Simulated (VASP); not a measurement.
Write the native input for VASP 6.6.1 that does the following.

```
Task                   : single point
Functional             : PBE
Potentials or basis    : VASP PAW PBE potentials, release 64 (Ga_d, N)
Cutoff                 : 520 eV
k mesh                 : 12 × 12 × 12
Occupations            : fermi-dirac, width 0.02 eV
Spin                   : no spin polarisation
Dipole correction      : no
Further INCAR settings : ALGO = Normal; EDIFF = 1e-07; NBANDS = 16
```

The structure of GaN lies in POSCAR:

```
GaN
1.0
    0.0000000000      1.9925000000      1.9925000000
    1.9925000000      0.0000000000      1.9925000000
    1.9925000000      1.9925000000      0.0000000000
Ga N
1 1
Direct
    0.5000000000      0.5000000000      0.5000000000
    0.0000000000      0.0000000000      0.0000000000
```

Measurements of this composition are mostly on another form, of space group No. 186.

One way to write it, as run:

INCAR

```
PREC = Accurate
ENCUT = 520
EDIFF = 1E-7
ISMEAR = -1
SIGMA = 0.02
LREAL = False
LASPH = True
NELM = 80
ALGO = Normal
ISIF = 2
LWAVE = False
LCHARG = False
GGA = PE
NBANDS = 16
```

KPOINTS

```
regular mesh
0
Gamma
  12 12 12
```

Potentials or basis: VASP PAW PBE potentials, release 64 (Ga_d, N).

Launch:

```bash
$ cat potpaw_PBE.64/Ga_d/POTCAR potpaw_PBE.64/N/POTCAR > POTCAR
$ mpirun -np 1 vasp_std > vasp.out
```

It gave:

```
Pressure               : 70.3 GPa
Band gap on the k mesh : 1.81 eV, indirect (least direct gap 5.21 eV)
```

Caveat: a pressure of tens of GPa on the cell as given is suspect, and the run, the potentials or the cell itself is likely at fault.

Wall time 14 s on 1 thread of AMD EPYC 9R45 96-Core Processor (Zen 5) (shared host), peak memory 0.12 GiB.
